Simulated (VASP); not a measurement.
MgTe (zincblende), PBE dielectric-response calculation: Ansatz's output and VASP's

```
Mg Te
1.0
     0.00000    3.23311    3.23311
     3.23311    0.00000    3.23311
     3.23311    3.23311    0.00000
Mg Te
1 1
Direct
  0.00000 0.00000 0.00000
  0.25000 0.25000 0.25000
```

Ansatz printed

```
SCF 1 converged in 3 iterations: F = -8905.518801 eV  dr2 = 6.87e-8
DFPT response loops at Γ: mixed as the last ones told, above
SCF converged after 7 iterations
Free energy (F): -8905.519162 eV
Harris-Foulkes:  -8905.519162 eV  (|F-HF|=3.64e-12)
Internal energy: -8905.519162 eV  (E = F + TS)
E sigma→0 (E₀):  -8905.519162 eV
Fermi energy:    4.290983 eV
--- Per-component energies (eV) ---
  E_band       = -668.362876
  E_kinetic    = 256.329673
  E_local      = -3311.978193  (includes V_loc(G=0)·N_el)
  E_nonlocal   = -214.112654
  E_hartree    = 1576.374030
  E_xc         = -153.218982
  E_vxc        = -141.483329  (∫ρ·V_xc dr)
  E_paw        = -4955.792708  (= ΣΔE_a)
  E_vpaw       = -409.866346  (= ΣTr[D̂ρ^β])
  E_aug_tail   = -0.000172  (compensation charges beyond the density's cutoff)
  E_ewald      = -2103.120158
  E_smearing   = -0.000000  (= −TS)
  E_closure    = 0.000000  (closes the sum)
  Σ components = -8905.519162   (vs F -8905.519162, Δ=0.00e0)
--- Band table (eV; the first three rows and the last of 46) ---
  k-point 0: bands = ["-70.7900", "-37.5444", "-37.5444", "-37.5444", "-30.7760", "-30.7760", "-30.7760", "-30.7682", "-30.7682", "-5.8869", "4.2910", "4.2910", "4.2910", "6.7066", "9.7616", "9.7616", "9.7616"]
  k-point 1: bands = ["-70.7900", "-37.5444", "-37.5444", "-37.5444", "-30.7760", "-30.7759", "-30.7759", "-30.7682", "-30.7682", "-5.7581", "3.1121", "4.1735", "4.1735", "7.5863", "9.7989", "10.0180", "10.0180"]
  k-point 2: bands = ["-70.7900", "-37.5445", "-37.5444", "-37.5444", "-30.7761", "-30.7757", "-30.7757", "-30.7681", "-30.7681", "-5.4680", "1.6753", "3.9678", "3.9678", "7.6537", "9.9975", "9.9975", "11.1674"]
  k-point 45: bands = ["-70.7900", "-37.5445", "-37.5445", "-37.5444", "-30.7762", "-30.7758", "-30.7754", "-30.7682", "-30.7680", "-5.1503", "1.5099", "2.5139", "3.2696", "8.7696", "9.3904", "10.8048", "11.6275"]
--- Dielectric response (ions clamped): 3 representative field directions + reference, inside a basis on a mesh of 216 k-points (Σ response iterations 15) ---
  ε∞ (high-frequency dielectric tensor):
        5.511789    -0.000000     0.000000
       -0.000000     5.511789     0.000000
        0.000000     0.000000     5.511789
  Born effective charges Z* (e; rows j = field, columns β = displacement):
    site 0:
         1.92184   -0.00000   -0.00000
        -0.00000    1.92184   -0.00000
        -0.00000    0.00000    1.92184
    site 1:
        -1.92184    0.00000    0.00000
         0.00000   -1.92184    0.00000
         0.00000   -0.00000   -1.92184
  Z* charge neutrality: 3.041e-4 e pre-enforcement
  solved inside a basis spanned on kpoints, on 6×6×6 k-points, its susceptibility summed on 12×12×12: ε∞ is read to err by 1.4e-2, Z* by 1.7e-2 e (field_mesh: kpoints solves on kpoints); Z* is corrected for what the basis lacks
```

Datasets and cutoffs are each program's own. VASP's cell holds 8 valence electrons and Ansatz's 26. Ansatz refines its k mesh for the response by itself, so the meshes differ.

**Question.** What does VASP give for the same cell and level of theory?

**Answer.** ε∞ with local fields (xx, yy, zz) 5.50, 5.50, 5.50; mean Born charge by atom, in the order of the cell 1.92, -1.92 e.

From OUTCAR

```
k-points           NKPTS =     47   k-points in BZ     NKDIM =     47   number of bands    NBANDS=     11

   NELECT =       8.0000    total number of electrons

   dimension x,y,z NGX =    36 NGY =   36 NGZ =   36
   dimension x,y,z NGXF=    72 NGYF=   72 NGZF=   72

  energy-cutoff  :      520.00
  volume of cell :       67.59
      direct lattice vectors                 reciprocal lattice vectors
     0.000000000  3.233111546  3.233111546    -0.154649783  0.154649783  0.154649783
     3.233111546  0.000000000  3.233111546     0.154649783 -0.154649783  0.154649783
     3.233111546  3.233111546  0.000000000     0.154649783  0.154649783 -0.154649783

 k-points in reciprocal lattice and weights: KPOINTS created by Atomic Simulation Env
   0.00000000  0.00000000  0.00000000       0.001
   0.10000000  0.00000000  0.00000000       0.008
   0.20000000  0.00000000  0.00000000       0.008
   0.30000000  0.00000000  0.00000000       0.008
   0.40000000  0.00000000  0.00000000       0.008
   0.50000000  0.00000000  0.00000000       0.004
   0.10000000  0.10000000  0.00000000       0.006
   0.20000000  0.10000000  0.00000000       0.024
   ...

 E-fermi :   1.9103

 k-point     1 :       0.0000    0.0000    0.0000
  band No.  band energies     occupation
      1      -8.3099      2.00000
      2       1.8640      2.00000
      3       1.8640      2.00000
      4       1.8640      2.00000
      5       4.2706      0.00000
      6       7.3107      0.00000
      7       7.3107      0.00000
      8       7.3107      0.00000
      9      10.4360      0.00000
     10      10.4360      0.00000
     11      10.5678      0.00000

 k-point     2 :       0.1000    0.0000    0.0000
  band No.  band energies     occupation
      1      -8.2618      2.00000
      2       1.3191      2.00000
      3       1.8175      2.00000
      4       1.8175      2.00000
      5       4.7442      0.00000
      6       7.2477      0.00000
      7       7.4251      0.00000
      8       7.4251      0.00000
      9      10.0772      0.00000
     10      10.0772      0.00000
     11      10.9714      0.00000

 k-point     3 :       0.2000    0.0000    0.0000
  band No.  band energies     occupation
      1      -8.1293      2.00000
      2       0.3563      2.00000
      3       1.7035      2.00000
      4       1.7035      2.00000
      5       5.2594      0.00000
      6       7.5342      0.00000
      7       7.6195      0.00000
      8       7.6195      0.00000
      9       9.7897      0.00000
     10       9.7897      0.00000
     11      10.9431      0.00000

 k-point     4 :       0.3000    0.0000    0.0000
  band No.  band energies     occupation
      1      -7.9504      2.00000
      2      -0.5206      2.00000
      3       1.5758      2.00000
      4       1.5758      2.00000
      5       5.2591      0.00000
      6       7.5980      0.00000
      7       7.5980      0.00000
      8       8.4349      0.00000
      9      10.1869      0.00000
     10      10.1869      0.00000
     11      10.5813      0.00000

 k-point     5 :       0.4000    0.0000    0.0000
  band No.  band energies     occupation
      1      -7.7902      2.00000
      2      -1.1259      2.00000
      3       1.4811      2.00000
      4       1.4811      2.00000
      5       5.1265      0.00000
      6       7.4462      0.00000
      7       7.4462      0.00000
      8       9.1048      0.00000
      9      10.9105      0.00000
     10      11.1945      0.00000
     11      11.1945      0.00000

 k-point     6 :       0.5000    0.0000    0.0000
  band No.  band energies     occupation
      1      -7.7246      2.00000
      2      -1.3435      2.00000
      3       1.4468      2.00000
      4       1.4468      2.00000
      5       5.0692      0.00000
      6       7.3758      0.00000
      7       7.3758      0.00000
      8       9.2065      0.00000
      9      11.5649      0.00000
     10      12.5382      0.00000
     11      12.5393      0.00000

 k-point     7 :       0.1000    0.1000    0.0000
  band No.  band energies     occupation
      1      -8.2457      2.00000
      2       1.3107      2.00000
      3       1.7150      2.00000
      4       1.7150      2.00000
      5       4.9333      0.00000
      6       6.9348      0.00000
      7       7.6110      0.00000
      8       7.6110      0.00000
      9       9.4602      0.00000
     10      10.5646      0.00000
     11      11.1642      0.00000

 k-point     8 :       0.2000    0.1000    0.0000
  band No.  band energies     occupation
      1      -8.1412      2.00000
      2       0.5816      2.00000
      3       1.5638      2.00000
      4       1.6159      2.00000
      5       5.5023      0.00000
      6       6.7828      0.00000
      7       7.8663      0.00000
      8       7.9126      0.00000
      9       9.0715      0.00000
     10      10.4755      0.00000
     11      11.6386      0.00000

 ...

 MACROSCOPIC STATIC DIELECTRIC TENSOR (including local field effects in DFT)
 ------------------------------------------------------
           5.501107     0.000000     0.000000
           0.000000     5.501107    -0.000000
           0.000000    -0.000000     5.501107

 BORN EFFECTIVE CHARGES (including local field effects) (in |e|, cummulative output)
 ---------------------------------------------------------------------------------
 ion    1
    1     1.91918     0.00000     0.00000
    2     0.00000     1.91918     0.00000
    3     0.00000     0.00000     1.91918
 ion    2
    1    -1.91918     0.00000    -0.00000
    2    -0.00000    -1.91918    -0.00000
    3    -0.00000    -0.00000    -1.91918

  Total        0.2890894      0.2890894      0.2890894      0.0000000      0.0000000      0.0000000
  in kB        6.8525258      6.8525258      6.8525258      0.0000000      0.0000000      0.0000000
  external PRESSURE =       6.8525258 kB  Pullay stress =       0.0000000 kB

 POSITION                                       TOTAL-FORCE (eV/Angst)
 -----------------------------------------------------------------------------------
      0.00000      0.00000      0.00000        -0.000000     -0.000000     -0.000000
      1.61656      1.61656      1.61656         0.000000      0.000000      0.000000
 -----------------------------------------------------------------------------------
    total drift:                                0.000000      0.000000      0.000000

  FREE ENERGIE OF THE ION-ELECTRON SYSTEM (eV)
  ---------------------------------------------------
  free  energy   TOTEN  =        -6.4012528251 eV

  energy  without entropy=       -6.4012528251  energy(sigma->0) =       -6.40125283
```
